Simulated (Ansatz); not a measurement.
A trial cell of BN, before relaxation:

Space group I4_1md (No. 109). a = 2.461 Å, b = 2.461 Å, c = 8.525 Å, α = 90.00°, β = 90.00°, γ = 90.00°
| atom | site | symmetry | x | y | z |
| --- | --- | --- | --- | --- | --- |
| B | 4a | 2mm. | 0.5000 | 0.5000 | 0.0833 |
| N | 4a | 2mm. | 0.5000 | 0.5000 | 0.9167 |

The calculation used DFT PBE, scalar-relativistic, plane waves, PAW in Ansatz. Cutoff 420 eV, Gaussian smearing, Γ-centred meshes. Cell and atoms relax first on a coarse mesh and then on a finer one. In between, the cell is made exact in the group found at 0.06 Å. In metals the finer mesh still leaves noise of several meV/atom or more. The steps can't lower the symmetry of their start. No spin polarisation in the relaxation; trial moments died out in a coarse test.

A guess keeps its type if space group and coordination stay and the shape of the cell changes little (axis ratios within about 15 %, angles within 6°); the volume may change.

Problem. Does this structure survive the relaxation?

Solution. It keeps its type. The symmetry stays I4_1md (No. 109). The volume per atom grows by 15.2 %, from 6.5 to 7.4 Å³. The shortest distance goes from 1.42 Å (B–N) to 1.48 Å (B–N). The ratio c/a of the conventional cell changes by a factor of 0.96. Counting neighbours within 15 % of an atom's shortest distance, the start has B 3, N 3 and the end B 3, N 3.

The last run used a 24×24×24 mesh for its 4-atom cell and Gaussian smearing of 0.10 eV. A structure relaxed within its symmetry needn't be a true minimum. Another cell of BN relaxed alike, in P2_1/m, lies 278 meV/atom lower, so this cell isn't the stable form at this level.
